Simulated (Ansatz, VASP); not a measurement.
# Al2Au: VASP beside Ansatz

```
CELL_PARAMETERS angstrom
0.00000 2.95945 2.95945
2.95945 0.00000 2.95945
2.95945 2.95945 0.00000
ATOMIC_POSITIONS crystal
Au 0.00000 0.00000 0.00000
Al 0.75000 0.75000 0.75000
Al 0.25000 0.25000 0.25000
```

Change from the starting cell: volume scaled by 0.96.

Alike in both runs: task single point; functional LDA; k mesh 8 × 8 × 8; occupations fermi-dirac, width 0.05 eV; no spin polarisation.

```csv
,VASP,Ansatz
version,VASP 6.6.1,Ansatz 0.2.0
potentials or method,"VASP PAW LDA potentials, release 64 (Au, Al), cutoff 520 eV","all-electron LAPW, scalar-relativistic"
```

VASP gave:

```
gap on the k mesh at the Fermi level (eV) : none
pressure (GPa)                            : 2.5
```

Problem. Which values does Ansatz return?

Solution. gap on the k mesh at the Fermi level (eV): none; pressure (GPa): 2.2.

A gap of «none» marks a metal or a gap that the smearing closes. Ansatz ran all-electron here, so the differences hold the error of VASP's frozen core and of both bases.

Spin-orbit coupling is left out, which matters for the levels of Au.
